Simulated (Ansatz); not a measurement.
# HfO2: zone-centre modes under pressure

HfO2, Fm-3m, a = 5.044 Å. This isn't the usual stable structure of the compound. Ansatz: PBEsol, PAW, 420 eV, Γ-centred 8×8×8 mesh on 3 atoms, fixed occupations; no spin polarisation. Cell and atoms are relaxed at each pressure with the symmetry kept; optical modes at Γ by linear response, in cm⁻¹, matched by rank (the highest 2 distinct ones), without the LO field.

| P (GPa) | V (Å³/atom) | ω1 | ω2 |
| --- | --- | --- | --- |
| 0 | 10.693 | 236.0 | 580.0 |
| 3 | 10.575 | 247.3 | 589.7 |
| 8 | 10.393 | 264.8 | 605.3 |
| 15 | 10.162 | ? | ? |

**Question.** Get each mode's Grüneisen parameter γ = −d ln ω/d ln V from the other rows and predict the missing frequencies.

**Answer.** ln(V/V0) = 0.0000, -0.0111, -0.0285, -0.0509; a line through ln(ω/ω0) of the 3 known rows gives ω1: γ = 4.030 (intercept 0.0008), predicted 290.0, computed 287.0; ω2: γ = 1.498, predicted 625.9, computed 625.8. The worst miss is 1.0 %: γ isn't constant over this range.

Spin–orbit coupling is left out, which can shift energies with elements as heavy as these.